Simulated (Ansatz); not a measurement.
Method: DFT PBE, scalar-relativistic, plane waves, PAW (Ansatz 0.2.0). All cells share a 420 eV cutoff and Γ-centred k meshes spaced at most about 0.3 Å⁻¹ (about 0.25 or finer for metals, 2π included). No spin polarisation.

Temperature and zero-point effects are left out.

Question: Order these relaxed structures of TaSi2 by energy, lowest first, with the energy over the lowest of them.
A.

Space group Fddd:1 (No. 70). a = 4.800 Å, b = 8.532 Å, c = 8.661 Å, α = 90.00°, β = 90.00°, γ = 90.00°
| atom | site | symmetry | x | y | z |
| --- | --- | --- | --- | --- | --- |
| Ta | 8a | 222 | 0.2500 | 0.7500 | 0.7500 |
| Si | 16f | .2. | 0.7500 | 0.9008 | 0.7500 |

B.

Space group R-3m:H (No. 166). a = 4.528 Å, b = 4.528 Å, c = 8.923 Å, α = 90.00°, β = 90.00°, γ = 120.00°
```
atom  site  symmetry       x       y       z
  Ta    3b       -3m  0.3333  0.6667  0.1667
  Si    6c        3m  0.3333  0.6667  0.8718
```

Answer: A (0 meV/atom), B (809 meV/atom). Counting Si atoms around Ta (those within 1.25 times the shortest such distance or 1.15 times the sum of covalent radii; a plus sign parts nearer from farther groups): A has Ta 8+2; B has Ta 8. A holds Si–Si bonds in all directions (shortest 2.51 Å); in B the shortest Si–Si distance is 2.70 Å, near bonding range too. Origin: A, invented, then shaken at random and relaxed again; B, invented. The lowest form computed isn't among them: it has space group P6_422 (No. 181), 14.7 Å³/atom, is reached from a cell as deposited in COD and lies 32 meV/atom below the best shown.

Spin–orbit coupling, which can matter for Ta, is left out. Cells relaxed within their symmetry can be saddle points. Some types were kept out of the candidates beforehand, so the set may lack a known form.
